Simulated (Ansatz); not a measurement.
**Pd under changes of volume**

One of the cells (14.750 Å³/atom); the others are scaled copies at fixed shape and fractional positions:

```xyz
1
Lattice="0.0000 1.9465 1.9465 1.9465 0.0000 1.9465 1.9465 1.9465 0.0000" Properties=species:S:1:pos:R:3 pbc="T T T"
Pd    0.0000    0.0000    0.0000
```

| Property | Result |
| --- | --- |
| Program | Ansatz 0.2.0 |
| Functional | r2SCAN |
| Potentials or basis | Ansatz PAW |
| Cutoff | 500 eV (not typed: the program's choice for these potentials) |
| k mesh | 12 × 12 × 12 |
| Occupations | fermi-dirac, width 0.05 eV |
| Spin | no spin polarisation |

```tsv
volume (Å³/atom)	energy over the lowest point (meV/atom)	pressure (GPa)
13.865	?	?
14.160	22.96	11.1
14.455	7.34	6.3
14.750	0.03	2.1
15.045	0.00	-1.7
15.340	6.39	-4.9
15.635	18.34	-7.7
```

Problem. What does the run at 13.865 Å³/atom give?

Solution. Energy over the lowest point 48.01 meV/atom; pressure 16.5 GPa.

Worked out: A Birch-Murnaghan fit of order 3 (a polynomial in V^(-2/3)) to the other rows has its minimum at 14.90 Å³/atom with B0 = V·E''(V) = 187 GPa and B' = 5.7. It gives 48.07 meV/atom at 13.865 Å³/atom, against the run's 48.01, and -dE/dV = 16.4 GPa, against 16.5.

Energies are extrapolated to zero smearing.

Caveats: the PAW data sets come from PBE, with cores solved anew for the run's functional, which leaves a small shift of forces and pressure.
